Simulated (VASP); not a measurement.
# In2Se2 monolayer: relaxation and electronic structure, part 2 of 3

Wanted: how In2Se2 monolayer relaxes, and what it costs to take an electron out.

VASP 6.6.1; PBEsol with D3(BJ); plane waves and PAW (Se, In).

So far. Step 2 (Relaxing the slab): The run ended after 11 ionic steps, 0.143 eV below its first step, once forces and stress met EDIFFG = -0.02. Step 2 (Relaxing the slab): An edge in the plane moved by 4 %, while the plane waves stayed those of the start. The cell reached is therefore not relaxed on a basis of its own, and a second relaxation, which would tell, was not made.

## 3. Potential and states of the slab

A static run writes the electrostatic potential without exchange and correlation (LVHAR), which is flat in the vacuum and gives the level to count from. The dipole correction cancels the field that unlike faces would set up across the vacuum.

INCAR reads:

```
SYSTEM = InSe
PREC = Normal
ENCUT = 300
EDIFF = 1E-06
NELM = 120
ISMEAR = -1
SIGMA = 0.05
LREAL = .FALSE.
ALGO = Fast
GGA = PS
IVDW = 12
NBANDS = 23
LORBIT = 11
LWAVE = .FALSE.
LCHARG = .TRUE.
LASPH = .TRUE.
IDIPOL = 3
LDIPOL = .TRUE.
DIPOL = 0.5 0.5 0.5
LVHAR = .TRUE.
LVACPOTAV = .TRUE.
LELF = .TRUE.
NEDOS = 1500
```

POSCAR reads:

```
InSe
1.0
    3.9676856857      0.0000000000      0.0000000000
   -1.9838428429      3.4361165980      0.0000000000
    0.0000000000      0.0000000000     23.1429094641
Se In
2 2
Direct
    0.3333333333      0.6666666667      0.3838959257
    0.3333333333      0.6666666667      0.6161040743
    0.0000000000      0.0000000000      0.4406734423
    0.0000000000      0.0000000000      0.5593265577
```

KPOINTS reads:

```
Automatic mesh
0
Gamma
12 12 1
0 0 0
```

PAW data sets: Se and In (PBE family, release 64).

Started as:

```console
> mpirun -np 2 vasp_std
```

What it wrote:

```text
[banner, memory and clock lines left out]
running    2 mpi-ranks, on    1 nodes
 distrk:  each k-point on    2 cores,    1 groups
 distr:  one band on    1 cores,    2 groups

 POSCAR found type information on POSCAR SeIn
 POSCAR found :  2 types and       4 ions
 [... a notice as in an earlier step ...]

 LDA part: xc-table for (Slater+PW92), standard interpolation
|                                                                             |
|           W    W    AA    RRRRR   N    N  II  N    N   GGGG   !!!           |
|           W    W   A  A   R    R  NN   N  II  NN   N  G    G  !!!           |
|           W    W  A    A  R    R  N N  N  II  N N  N  G       !!!           |
|           W WW W  AAAAAA  RRRRR   N  N N  II  N  N N  G  GGG   !            |
|           WW  WW  A    A  R   R   N   NN  II  N   NN  G    G                |
|           W    W  A    A  R    R  N    N  II  N    N   GGGG   !!!           |
|                                                                             |
|     The number of bands has been changed from the values supplied in        |
|     The orbitals not found in the WAVECAR file will be initialized with     |
|     random numbers, which is usually adequate. For correlated               |
|     calculations, however, you should redo the groundstate calculation.     |
|     I found NBANDS = 23. Now, NBANDS = 24.                                  |
|                                                                             |

 POSCAR, INCAR and KPOINTS ok, starting setup
 FFT: planning ... GRIDC
 FFT: planning ... GRID_SOFT
 FFT: planning ... GRID
 WAVECAR not read
 entering main loop
       N       E                     dE             d eps       ncg     rms          rms(c)
DAV:   1     0.830204203150E+02    0.83020E+02   -0.38584E+03   912   0.335E+02
DAV:   2    -0.499460896293E+01   -0.88015E+02   -0.82923E+02  1216   0.883E+01
DAV:   3    -0.157500971319E+02   -0.10755E+02   -0.10615E+02  1200   0.335E+01
DAV:   4    -0.160059486584E+02   -0.25585E+00   -0.25574E+00  1104   0.634E+00
DAV:   5    -0.160099583854E+02   -0.40097E-02   -0.40097E-02  1280   0.753E-01    0.689E+00
RMM:   6    -0.155963429674E+02    0.41362E+00   -0.28420E-01  1124   0.149E+00    0.405E+00
RMM:   7    -0.155133895776E+02    0.82953E-01   -0.17328E-01  1122   0.126E+00    0.810E-01
RMM:   8    -0.155043099259E+02    0.90797E-02   -0.15608E-02  1124   0.471E-01    0.220E-01
RMM:   9    -0.155043191841E+02   -0.92582E-05   -0.30681E-03  1187   0.211E-01    0.125E-01
RMM:  10    -0.155042523937E+02    0.66790E-04   -0.28600E-04  1172   0.714E-02    0.535E-02
RMM:  11    -0.155042372300E+02    0.15164E-04   -0.11014E-04  1202   0.394E-02    0.195E-02
RMM:  12    -0.155043183243E+02   -0.81094E-04   -0.82814E-05  1216   0.270E-02    0.153E-02
RMM:  13    -0.155043509533E+02   -0.32629E-04   -0.84490E-06  1248   0.112E-02    0.112E-02
RMM:  14    -0.155044301297E+02   -0.79176E-04   -0.81632E-06  1282   0.970E-03    0.428E-03
RMM:  15    -0.155044492402E+02   -0.19110E-04   -0.20030E-06  1157   0.442E-03    0.236E-03
RMM:  16    -0.155044647534E+02   -0.15513E-04   -0.70740E-07  1115   0.293E-03    0.223E-03
RMM:  17    -0.155044706558E+02   -0.59025E-05   -0.42401E-07  1134   0.174E-03    0.926E-04
RMM:  18    -0.155044741150E+02   -0.34592E-05   -0.18747E-07  1090   0.126E-03    0.201E-03
RMM:  19    -0.155044777049E+02   -0.35899E-05   -0.13853E-07  1040   0.101E-03    0.554E-04
RMM:  20    -0.155044792491E+02   -0.15442E-05   -0.60067E-09   867   0.440E-04    0.189E-04
RMM:  21    -0.155044811454E+02   -0.18963E-05   -0.38464E-08   946   0.610E-04    0.929E-05
RMM:  22    -0.155044812615E+02   -0.11610E-06   -0.21029E-09   805   0.454E-04
|                                                                             |
|           W    W    AA    RRRRR   N    N  II  N    N   GGGG   !!!           |
|           W    W   A  A   R    R  NN   N  II  NN   N  G    G  !!!           |
|           W    W  A    A  R    R  N N  N  II  N N  N  G       !!!           |
|           W WW W  AAAAAA  RRRRR   N  N N  II  N  N N  G  GGG   !            |
|           WW  WW  A    A  R   R   N   NN  II  N   NN  G    G                |
|           W    W  A    A  R    R  N    N  II  N    N   GGGG   !!!           |
|                                                                             |
|     Did not find any points to average over, which means that no vacuum     |
|     field-free region was found. Please increase the size of  your cell     |
|     in the dimension of the dipole correction to obtain accurate            |
|     workfunction values.                                                    |
|                                                                             |

   1 F= -.16331343E+02 E0= -.16331343E+02  d E =-.149021E-08
```

The job ended after 15 s (2 MPI ranks of Intel Xeon 6975P-C (Granite Rapids), shared host; peak memory 0.35 GiB; 29 s of CPU time).

OUTCAR, selected parts (step 3):

```text
  LATTYP: Found a hexagonal cell.
 ALAT       =     3.9676856857
 C/A-ratio  =     5.8328484909

The static configuration has the point symmetry D_3h.

 Found     19 irreducible k-points:

   k-points           NKPTS =     19   k-points in BZ     NKDIM =     19   number of bands    NBANDS=     24

   dimension x,y,z NGX =    18 NGY =   18 NGZ =   98
   dimension x,y,z NGXF=    36 NGYF=   36 NGZF=  196

   ENCUT  =  300.0 eV  22.05 Ry    4.70 a.u.   5.60  5.60 32.68*2*pi/ulx,y,z

   NELECT =      18.0000    total number of electrons

 dipolmoment           0.000000      0.000000     -0.000000 electrons x Angstroem

 E-fermi :  -2.1007

 k-point     1 :       0.0000    0.0000    0.0000
  band No.  band energies     occupation
    ...
      5      -3.4069      2.00000
      6      -3.4069      2.00000
      7      -3.3303      2.00000
      8      -3.3303      2.00000
      9      -3.1828      2.00000
     10      -1.2640      0.00000
     11      -0.0850      0.00000
     12       2.1652      0.00000
     13       2.1652      0.00000
     14       2.6632      0.00000
    ...

 k-point     2 :       0.0833   -0.0000    0.0000
  band No.  band energies     occupation
    ...
      5      -3.8571      2.00000
      6      -3.7654      2.00000
      7      -3.4995      2.00000
      8      -3.4119      2.00000
      9      -3.1323      2.00000
     10      -0.8777      0.00000
     11       0.3259      0.00000
     12       1.7193      0.00000
     13       2.2326      0.00000
     14       2.7177      0.00000
    ...

 Edisp (eV)   -0.82686

  Total      -0.03118    -0.03118     0.00326     0.00000     0.00000     0.00000
  in kB      -0.15834    -0.15834     0.01656     0.00000     0.00000     0.00000
  external pressure =       -0.10 kB  Pullay stress =        0.00 kB

  energy-cutoff  :      300.00
  volume of cell :      315.52
      direct lattice vectors                 reciprocal lattice vectors
     3.967685686  0.000000000  0.000000000     0.252036093  0.145513106  0.000000000
    -1.983842843  3.436116598  0.000000000     0.000000000  0.291026213  0.000000000
     0.000000000  0.000000000 23.142909464     0.000000000  0.000000000  0.043209779

 POSITION                                       TOTAL-FORCE (eV/Angst)
 -----------------------------------------------------------------------------------
     -0.00000      2.29074      8.88447        -0.000000     -0.000000      0.003830
     -0.00000      2.29074     14.25844         0.000000      0.000000     -0.003830
      0.00000      0.00000     10.19847         0.000000     -0.000000     -0.011322
      0.00000      0.00000     12.94444         0.000000     -0.000000      0.011322
 -----------------------------------------------------------------------------------
    total drift:                                0.000003     -0.000002     -0.000000

  FREE ENERGIE OF THE ION-ELECTRON SYSTEM (eV)
  ---------------------------------------------------
  free  energy   TOTEN  =       -16.3313433358 eV

  energy  without entropy=      -16.3313433343  energy(sigma->0) =      -16.33134334

 vacuum level on the upper side and lower side of the slab         2.993         2.993

 total charge
# of ion       s       p       d       tot
------------------------------------------
    1        1.475   2.329   0.020   3.824
    2        1.475   2.329   0.020   3.824
    3        1.216   1.324   0.188   2.728
    4        1.216   1.324   0.188   2.728
--------------------------------------------------
tot          5.381   7.307   0.416  13.104

[... 1 part as in an earlier step ...]

[... 7 further parts left out ...]
```

Numbers from this step:

* electronic cycles: 22
* vacuum levels: 2.993, 2.993 eV
* ionisation potentials of the upper and lower face: 6.096, 6.096 eV
* electron affinities of the upper and lower face: 4.257, 4.257 eV

The density of states has structure finer than the step of the table below, so its rows give means over 1 eV, whole bins alone (the curve runs from -12.0 to 9.77 eV). Peaks (eV: height): total -11.6: 6.83, 7.7: 7.49, 8.0: 7.77, 9.7: 7.41; Se s -11.6: 4.85; Se p -2.6: 1.58, -1.6: 2.60, -1.3: 2.94, 3.1: 0.976; Se d 5.0: 0.203, 7.7: 0.352, 8.0: 0.354, 9.5: 0.319; In s -5.3: 3.41, -4.6: 1.04, 3.1: 1.12.

Means over bins of 0.084 eV. The density of states by energy, zero at the valence-band top; means over each step; values in states/eV/cell:

```tsv
energy (eV)	total	Se s	Se p	Se d	In s	In p	In d
-11	0.277	0.199	7.9e-4	3.9e-6	0.00301	0.0154	0.00439
-10	0	0	0	0	0	0	0
-9	0	0	0	0	0	0	0
-8	0	0	0	0	0	0	0
-7	0	0	0	0	0	0	0
-6	0.286	0.00635	0.0395	0.00120	0.175	0.00866	0.00203
-5	2.41	0.0934	0.361	0.00935	1.30	0.140	0.0169
-4	0.889	0.0365	0.216	0.00414	0.341	0.0684	0.0104
-3	1.73	0.0457	0.498	0.00427	0.202	0.375	0.0261
-2	3.34	0.0222	1.29	0.00924	0.0638	0.685	0.0880
-1	4.00	0.0158	1.69	0.00981	0.0978	0.845	0.140
0	1.42	0.00236	0.574	0.00131	0.0499	0.350	0.0529
1	2.2e-5	0	3.7e-6	0	5.6e-6	0	0
2	0.449	0.0170	0.0843	0.00485	0.0493	0.0549	0.0359
3	3.27	0.0692	0.689	0.0492	0.735	0.330	0.178
4	1.40	0.0416	0.130	0.0310	0.0410	0.416	0.113
5	3.97	0.0632	0.401	0.150	0.123	1.31	0.302
6	2.33	0.0225	0.170	0.0787	0.0632	0.497	0.0943
7	3.88	0.0380	0.145	0.150	0.0189	0.766	0.214
8	5.72	0.0315	0.267	0.246	0.0183	0.728	0.538
9	5.44	0.0170	0.294	0.209	0.0420	0.345	0.482
```

Zero at the Fermi level. The planar average of the electrostatic potential by height:

```tsv
height (Å)	planar average of the electrostatic potential (eV)
0	5.09
1	5.09
2	5.09
3	5.09
4	5.09
5	5.09
6	5.09
7	4.95
8	2.29
9	-7.04
10	-6.84
11	-1.39
12	-0.0292
13	-6.83
14	-7.74
15	0.562
16	4.87
17	5.08
18	5.09
19	5.09
20	5.09
21	5.09
22	5.09
23	5.09
```

Density of states in the PAW spheres, an atom over height of the layer and energy from the Fermi level.

Values in states/eV, 22 rows by 4 columns, each cell a mean:
```
0.00 0.00 0.00 0.00
0.00 0.00 0.00 0.00
0.00 0.00 0.00 0.00
0.10 0.08 0.08 0.10
0.45 0.37 0.37 0.45
0.60 0.44 0.44 0.60
0.72 0.57 0.57 0.72
1.17 0.55 0.55 1.17
0.95 0.51 0.51 0.95
0.44 0.32 0.32 0.44
0.50 0.50 0.50 0.50
0.24 0.26 0.26 0.24
0.14 0.18 0.18 0.14
0.09 0.14 0.14 0.09
0.12 0.19 0.19 0.12
0.23 0.43 0.43 0.23
0.12 0.27 0.27 0.12
0.30 1.15 1.15 0.30
0.11 0.43 0.43 0.11
0.00 0.00 0.00 0.00
0.00 0.00 0.00 0.00
0.00 0.00 0.00 0.00
```
Columns: height of the layer (Å) from 8.9 to 14.3 (not evenly spaced); rows upwards: energy from the Fermi level (eV) from -7.9 to 0.5.

Electrostatic potential energy in the ca plane at fractional y = 0.000, with atoms of In within 0.2 Å of it. With pseudopotentials it is smooth inside the atoms' cores, unlike the true potential.

Ten even steps from '0' (-33 eV) to '9' (3 eV), each cell a mean:
```
99999999999999999999851000157410003799999999
99999999999999999999974111478631125899999999
99999999999999999999987655789875568899999999
99999999999999999999888888999998888889999999
99999999999999999998888999999999988888999999
99999999999999999998888899999999988889999999
99999999999999999999888777899987788889999999
99999999999999999999986333588753347899999999
99999999999999999999862000268510014799999999
99999999999999999999851000157300002699999999
```
Columns run along c (16.0 Å, from fractional 0.07 to 0.76 of the cell; values clipped at the 3rd and 97th percentile), rows up along a (4.0 Å). Atoms in or near the plane, at fractional coordinates: In at (0.44, 0.00), In at (0.56, 0.00).

Valence density in the ca plane at fractional y = 0.000, with atoms of In within 0.2 Å of it. It is the smooth field of the valence electrons, not physical close to the nuclei.

Values in e/Å³, 6 rows by 16 columns, each cell a mean:
```
0.00 0.00 0.00 0.00 0.00 0.00 0.02 0.09 0.08 0.13 0.21 0.07 0.12 0.05 0.01 0.00
0.00 0.00 0.00 0.00 0.00 0.00 0.04 0.16 0.18 0.12 0.10 0.14 0.19 0.11 0.02 0.00
0.00 0.00 0.00 0.00 0.00 0.01 0.07 0.26 0.18 0.06 0.04 0.09 0.24 0.19 0.03 0.00
0.00 0.00 0.00 0.00 0.00 0.00 0.06 0.23 0.18 0.07 0.05 0.10 0.23 0.17 0.03 0.00
0.00 0.00 0.00 0.00 0.00 0.00 0.03 0.13 0.16 0.14 0.14 0.14 0.17 0.08 0.01 0.00
0.00 0.00 0.00 0.00 0.00 0.00 0.01 0.09 0.05 0.11 0.23 0.02 0.10 0.04 0.01 0.00
```
Columns run along c (16.0 Å, from fractional 0.07 to 0.76 of the cell), rows up along a (4.0 Å). Atoms in or near the plane, at fractional coordinates: In at (0.44, 0.00), In at (0.56, 0.00).

ELF in the ca plane at fractional y = 0.000, with atoms of In within 0.2 Å of it. It is the smooth field of the valence electrons, not physical close to the nuclei.

Ten even steps from '0' (0.00) to '9' (0.95), each cell a mean:
```
00001000000000000000256778999997765310000000
00000000000000000012356778999987765321000000
00000000000000001234566666666666666554210000
00000000000000012467776543222223567776531000
00000000000000013577776531000012467777642000
00000000000300013567776532111113467777542000
00000000000000001345666554455445566665321000
00000000000000000123456677888887665432100000
00000000000000000001246778999987765310000000
00000000000000000000256678999997766310000000
```
Columns run along c (16.0 Å, from fractional 0.07 to 0.76 of the cell), rows up along a (4.0 Å). Atoms in or near the plane, at fractional coordinates: In at (0.44, 0.00), In at (0.56, 0.00).

The density of states holds every band computed, so its fall toward the upper end of the range is no gap.

The map of layer states is cut here 0.5 eV above the Fermi level, so it leaves out the states above that.

The vacuum level lies 6.10 eV above the highest filled level at the upper face; both faces agree, as the slab has next to no dipole.

The program found no field-free point at its default tolerance, but its printed level agrees with the flat part of the planar average.

(Continued in part 3 of 3.)

[Lines on the potential files, build, host, timing and source positions are cut from VASP's logs without a mark.]

[Logs are printed without paths, hosts, clocks, repeated set-up lines and the standing remarks that a program may print on its own settings, such as how far it seeks lower states.]

[Hosts, paths, dates, database ids (printed as entryN), source tags and the programs' standing remarks are cut or masked in the printed files.]

[In band tables of VASP the shares of atoms and orbitals are scaled to a sum of 1 inside the atoms' spheres.]

[Runs that stopped without an error message from VASP are left out.]
